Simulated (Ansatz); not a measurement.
# Turning moments in Eu (P-6m2)

Geometry: a structure from the Materials Project; nothing is relaxed.

Settings: PBE, 7×7×2 k mesh, Fermi–Dirac smearing of 0.1 eV. PAW means Ansatz 0.2.0 on its default frozen-core files. Site moments are integrated in spheres about the atoms.

The reference run was typed so:

```yaml
crystal:
  lattice:
    - [3.983096492, 0.0, 0.0]
    - [-1.991548246, 3.4494627478, 0.0]
    - [0.0, 0.0, 12.76623735]
  atoms:
    - { symbol: Eu, position: [0.0, 0.0, 0.74977236], spin: 7.2, spin_axis: [0.0, 0.0, 1.0] }
    - { symbol: Eu, position: [0.3333333333, 0.6666666667, 0.0], spin: 7.2, spin_axis: [0.0, 0.0, 1.0] }
    - { symbol: Eu, position: [0.0, 0.0, 0.25022764], spin: 7.2, spin_axis: [0.0, 0.0, 1.0] }
    - { symbol: Eu, position: [0.6666666667, 0.3333333333, 0.5], spin: 7.2, spin_axis: [0.0, 0.0, 1.0] }
magnetization:
  noncollinear: true
kpoints:
  mp_grid: { grid: [7, 7, 2] }
scf:
  occupations: { method: fermi_dirac, width: 0.1 }
hamiltonian:
  xc: pbe
  pseudopotentials: { kind: paw }
output:
  eigenvalues: false
```

Command: `ansatz run input.yaml --threads 2 --pin off --max-ram 6144MiB --backend cpu --events-out ev --progress --plain --runs-dir out`

The input for «start Eu1↑ Eu2↓ Eu3↑ Eu4↑ on spinors» by PAW differs from it in these lines, output keys apart:

```diff
-    - { symbol: Eu, position: [0.3333333333, 0.6666666667, 0.0], spin: 7.2, spin_axis: [0.0, 0.0, 1.0] }
+    - { symbol: Eu, position: [0.3333333333, 0.6666666667, 0.0], spin: 7.2, spin_axis: [0.0, 0.0, -1.0] }
```

The runs use spinors without spin–orbit coupling, and in-plane angles count from x. Energies count from the run that starts parallel.

| state | ΔF PAW (meV/atom) | largest moment, PAW (μB) | size of M, PAW (μB/cell) | directions kept |
| --- | --- | --- | --- | --- |
| parallel moments on spinors | 0.0 | 7.17 | 30.01 | yes |
| four moments towards the corners of a tetrahedron | +3.4 | 7.14 | 1.42 | no |
| in-plane start at Eu1 0°, Eu2 90°, Eu3 270°, Eu4 180° | +2.5 | 7.14 | 1.54 | no |
| start Eu1↑ Eu2↓ Eu3↑ Eu4↑ on spinors | +9.6 | 7.21 | 15.05 | yes |

For the state «in-plane start at Eu1 0°, Eu2 90°, Eu3 270°, Eu4 180°», by PAW: Site moments (μB): Eu1 (5.37, 4.71, 0.00); Eu2 (5.23, 4.86, 0.00); Eu3 (-4.83, -5.26, 0.00); Eu4 (-4.71, -5.36, 0.00). Cell moment 1.54 μB.

Without U a semilocal functional puts the f levels too near the Fermi level, which can change moments and the order of magnetic states; site and cell moments are spin moments. Spin–orbit coupling is left out although heavy atoms are present. In at least one run the program's final test of stability wasn't made or came to no verdict. With open f shells a run can end in a state that isn't the lowest. These are results for the start and cell typed. The real compound can order otherwise, in a larger cell, or not at all, since semilocal functionals at zero temperature often overstate magnetism.
